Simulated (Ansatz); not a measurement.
## Where the states of Se lie

```xyz
3
Lattice="4.3552 0.0000 0.0000 -2.1776 3.7717 0.0000 0.0000 0.0000 4.9494" Properties=species:S:1:pos:R:3 pbc="T T T"
Se    0.9451    0.0000    0.8249
Se   -0.4725    0.8185    4.1245
Se    1.7050    2.9532    2.4747
```

The geometry is COD entry 9008579, unchecked; take it as a test cell.

Level of theory: DFT, PBEsol, all-electron LAPW, scalar-relativistic in Ansatz 0.2.0.

The runs use a Γ-centred 8×8×6 k mesh, Fermi–Dirac smearing of 0.02 eV, basis error target 1 meV/atom, no spin polarisation.

States per eV and cell, averaged over 0.6 eV, from -9.5 to 5.9 eV, with energies (bin centres) from the valence-band top; empty bins are left out. The partial columns, the largest 2 alone, are projections on Löwdin-orthogonalised atomic shells (those that the program's projection atoms carry: the occupied ones and, for some elements, an empty d or f shell; other empty shells have no column), summed over atoms of an element. Weights on diffuse s and p shells depend on that basis and aren't pure angular character.

```tsv
E (eV)	total	Se 4p	Se 4s
-9.3	0.02	0.00	0.02
-6.3	0.14	0.13	0.00
-5.7	1.70	1.64	0.04
-5.1	3.44	3.26	0.15
-4.5	1.64	1.50	0.12
-3.9	1.70	1.54	0.14
-3.3	1.40	1.27	0.11
-2.7	1.19	1.09	0.07
-2.1	2.83	2.65	0.13
-1.5	2.60	2.47	0.08
-0.9	2.47	2.37	0.06
-0.3	0.90	0.84	0.05
0.9	0.02	0.01	0.00
1.5	1.90	1.63	0.15
2.1	2.74	2.34	0.17
2.7	2.91	2.57	0.10
3.3	1.80	1.63	0.05
3.9	0.63	0.58	0.01
5.1	0.02	0.00	0.00
5.7	1.59	0.09	0.00
```

Problem. Which of the resolved shells contributes most in the top eV of the valence band?

Solution. Se 4p, with 95 % of all states there; Se 4s follows with 3 %.
